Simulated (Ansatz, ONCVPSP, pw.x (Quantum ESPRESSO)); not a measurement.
## pw.x on bcc Zr: one setting changed

Potential: optimised norm-conserving Vanderbilt (ONCV), ONCVPSP 4.0.1.1 (patched build), PBE; core [Ar] 3d10, reference 4s2 4p6 4d2 5s2; waves: 4s+5s: rc 2.05 bohr, ncon 4, nbas 9, qcut 4.4 1/bohr, 3 projectors, debl 2 Ha; 4p: rc 1.45 bohr, ncon 3, nbas 6, qcut 6.2 1/bohr, 2 projectors, debl 4 Ha; 4d: rc 3.05 bohr, ncon 4, nbas 7, qcut 4.5 1/bohr, 2 projectors, debl 0.9 Ha; f scattering state at 0.15 Ha: rc 2.90 bohr, ncon 3, nbas 6, qcut 4.4 1/bohr, 1 projector; local part: polynomial inside 1.35 bohr (lpopt 3, dvloc0 0 Ha); core correction: Teter function, fcfact 2.75, rcfact 1.3.

The reference run (k-mesh 13³, cutoffs 120/480 Ry, Fermi–Dirac 0.01 Ry, mixing_beta 0.4, conv_thr 1e-9, no spin) gives -0.88 GPa at 23.074 Å³/atom, where all-electron LAPW gives -0.34 GPa. This run, with its own iteration cap, changes degauss to 0, a wrong or extreme entry chosen on purpose.

```
&control
  calculation='scf', prefix='x', pseudo_dir='./', outdir='./tmp', tstress=.true., disk_io='none'
/
&system
  ibrav=0, nat=1, ntyp=1, ecutwfc=120, ecutrho=480, nbnd=14,
  occupations='smearing', smearing='fd', degauss=0
/
&electrons
  conv_thr=1e-09, mixing_beta=0.4, electron_maxstep=70
/
ATOMIC_SPECIES
Zr 1.0 Zr.UPF
CELL_PARAMETERS angstrom
  -1.79344322 1.79344322 1.79344322
  1.79344322 -1.79344322 1.79344322
  1.79344322 1.79344322 -1.79344322
ATOMIC_POSITIONS crystal
Zr 0.0000 0.0000 0.0000
K_POINTS automatic
13 13 13 0 0 0
```

```bash
pw.x < Zr.scf.in > Zr.scf.out
```

Question: How does the run end?

Answer: It stops with "set_occupations: smearing requires a value for gaussian broadening (degauss)".

```
Error in routine  set_occupations (1):
      smearing requires a value for gaussian broadening (degauss)
```
